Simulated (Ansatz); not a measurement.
All numbers below come from Ansatz 0.2.0, DFT PBE, scalar-relativistic, plane waves, PAW. All cells share a 420 eV cutoff and Γ-centred k meshes spaced at most about 0.3 Å⁻¹ (about 0.25 or finer for metals, 2π included). No spin polarisation.

All energies are static (0 K, no zero-point motion).

Problem. Order these relaxed structures of Sn₂Se by energy, lowest first, with the energy over the lowest of them.
A.

```
Sn Se
1.0
     5.75628    0.00000    0.00000
     0.00000    5.75628    0.00000
     0.00000    0.00000    3.05689
Sn Se
2 1
Direct
  0.00000 0.50000 0.50000
  0.50000 0.00000 0.50000
  0.50000 0.50000 0.50000
```

B.

```
Sn Se
1.0
     3.24841    0.00000    0.00000
    -1.62420    2.81320    0.00000
     0.00000    0.00000    8.87827
Sn Se
2 1
Direct
  0.00000 0.00000 0.81791
  0.00000 0.00000 0.18209
  0.00000 0.00000 0.50000
```

C.

```
Sn Se
1.0
     5.00513    0.00000    0.00000
    -2.50257    4.33457    0.00000
     0.00000    0.00000    3.77414
Sn Se
2 1
Direct
  0.33333 0.66667 0.50000
  0.66667 0.33333 0.50000
  0.00000 0.00000 0.00000
```

Solution. B (0 meV/atom), C (20 meV/atom), A (88 meV/atom). Forms: B P6/mmm; C P6/mmm; A P4/mmm. Counting Se atoms around Sn (those within 1.25 times the shortest such distance or 1.15 times the sum of covalent radii; the shortest distance is added where it is long for a bond): B has Sn 1; C has Sn 6 from 3.5 Å; A has Sn 2. All come from invented guesses. The lowest form computed isn't among them: it has space group P4/nmm (No. 129), 28.1 Å³/atom and lies 0.32 eV/atom below the best shown. Even the lowest of the cells shown lies +0.11 eV/atom against the elements.

The k mesh leaves some 4 meV/atom of noise in the energy of each metallic cell. Cells relaxed within their symmetry can be saddle points. Some candidate types were left out of the draw beforehand, so a known form may be missing.
